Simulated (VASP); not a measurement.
**TiCo3: relaxation of cell and atoms with BLYP+D3(BJ)**

Crystal: TiCo3.

```
Co Ti
1.0
     3.57100    0.00000    0.00000
     0.00000    3.57100    0.00000
     0.00000    0.00000    3.57100
Co Ti
3 1
Direct
  0.50000 0.50000 0.00000
  0.50000 0.00000 0.50000
  0.00000 0.50000 0.50000
  0.00000 0.00000 0.00000
```

* Program: VASP 6.6.1
* Task: relaxation of cell and atoms
* Functional: BLYP
* Dispersion: D3(BJ)
* Potentials or basis: VASP PAW PBE potentials, release 64 (Co, Ti_sv)
* Cutoff: 600 eV
* k mesh: 8 × 8 × 8
* Occupations: fermi-dirac, width 0.05 eV
* Spin: collinear spin, ferromagnetic start
* Starting moments: [2.0, 2.0, 2.0, 1.0] μB
* Further INCAR settings: ALGO = Fast; EDIFF = 1e-07; IBRION = 2; EDIFFG = -0.01; NSW = 40; ISIF = 3

```json
{"Relaxed volume": "10.95 Å³/atom", "Relaxed cell": "a = 3.525 Å, b = 3.525 Å, c = 3.525 Å, α = 90.00°, β = 90.00°, γ = 90.00°", "Space group after relaxing (to 0.05 Å)": "Pm-3m (No. 221)", "Energy gained by relaxing": "12.0 meV/atom", "Ionic steps": "3", "Pressure after relaxing": "-0.1 GPa", "Band gap on the k mesh": "none (metal or under the smearing width)", "Net moment": "0.00 μB per cell", "Valence electrons inside the program's atomic spheres": "Co 8.47; Ti 10.53", "Dispersion energy per atom": "-1.224 eV"}
```

Step by step:
```csv
step,energy change (eV),largest force (eV/Å),pressure (GPa),volume (Å³)
1,0.0000,0.0000,-8.50,45.54
2,0.0344,0.0000,13.08,41.67
3,-0.0481,0.0000,-0.11,43.81
```

Final structure:
```
CELL_PARAMETERS angstrom
3.52517 0.00000 0.00000
0.00000 3.52517 0.00000
0.00000 0.00000 3.52517
ATOMIC_POSITIONS crystal
Co 0.50000 0.50000 0.00000
Co 0.50000 0.00000 0.50000
Co 0.00000 0.50000 0.50000
Ti 0.00000 0.00000 0.00000
```

Levels at points of the mesh, in eV from the Fermi level:
Spin up:
| k point | band 17 | band 18 | band 19 | band 20 | band 21 | band 22 | band 23 | band 24 |
| --- | --- | --- | --- | --- | --- | --- | --- | --- |
| (0.00, 0.00, 0.00) | 0.49 | 0.78 | 0.78 | 0.78 | 2.60 | 2.60 | 3.53 | 3.53 |
| (0.50, 0.00, 0.00) | -0.61 | -0.61 | -0.53 | 0.07 | 0.78 | 1.20 | 1.20 | 1.98 |
| (0.50, 0.50, 0.00) | -0.93 | -0.86 | -0.86 | -0.46 | -0.33 | 1.71 | 1.71 | 2.25 |
| (0.50, 0.50, 0.50) | 0.23 | 0.54 | 0.54 | 0.54 | 1.13 | 1.13 | 1.13 | 2.25 |
Spin down:
```csv
k point,band 16,band 17,band 18,band 19,band 20,band 21,band 22,band 23,band 24,band 25
"(0.00, 0.00, 0.00)",-0.10,0.49,0.78,0.78,0.78,2.60,2.60,3.53,3.53,3.66
"(0.50, 0.00, 0.00)",-0.77,-0.61,-0.61,-0.53,0.07,0.78,1.20,1.20,1.98,2.47
"(0.50, 0.50, 0.00)",-1.30,-0.93,-0.86,-0.86,-0.46,-0.33,1.71,1.71,2.25,2.37
"(0.50, 0.50, 0.50)",-1.06,0.23,0.54,0.54,0.54,1.13,1.13,1.13,2.25,2.25
```

Wall time 5.8 min on 1 thread of Intel(R) Xeon(R) 6975P-C (Granite Rapids), on a shared host, peak memory 0.25 GiB.

Caveat: the starting moments collapsed, and a magnetic state may lie lower; the PAW data sets were made with another functional, which shifts forces and pressure a little; pairwise dispersion overbinds metals, which lowers pressure and volume.
